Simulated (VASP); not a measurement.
Input of a VASP 6.6.1 run:

The input INCAR:

```
SYSTEM = MgTe
PREC = Accurate ; ENCUT = 520
EDIFF = 1E-8 ; ISMEAR = -1
SIGMA = 0.03 ; LREAL = .FALSE.
LASPH = .TRUE. ; NELM = 100
ALGO = Fast ; ISIF = 2
LWAVE = .FALSE. ; LCHARG = .FALSE.
GGA = PE ; LEFG = .TRUE.
NBANDS = 16
```

The input KPOINTS:

```
Automatic mesh
0
G
  9 9 5
  0 0 0
```

File POSCAR:

```
MgTe
1.0
    4.5400020208      0.0000000000      0.0000000000
   -2.2700010104      3.9317570832      0.0000000000
    0.0000000000      0.0000000000      7.3950000000
Mg Te
2 2
Direct
    0.3333333333      0.6666666667      0.0000000000
    0.6666666667      0.3333333333      0.5000000000
    0.3333333333      0.6666666667      0.3700000000
    0.6666666667      0.3333333333      0.8700000000
```

Potentials or basis: VASP PAW PBE potentials, release 64 (Mg, Te).

Command:

```sh
$ cat potpaw_PBE.64/Mg/POTCAR potpaw_PBE.64/Te/POTCAR > POTCAR
$ mpirun -np 1 vasp_std > vasp.out
```

Question: Estimate the largest force.

Answer: 0.219 eV/Å.

Question: What does it give for the band gap on the k mesh?

Answer: 2.53 eV, direct.

Forces in eV/Å, atoms in the order of the input:
```
Mg   0.000  0.000 -0.219
Mg   0.000  0.000 -0.219
Te   0.000  0.000  0.219
Te   0.000  0.000  0.219
```

Caveat: spin-orbit coupling is left out, which moves the levels of the heavy elements.
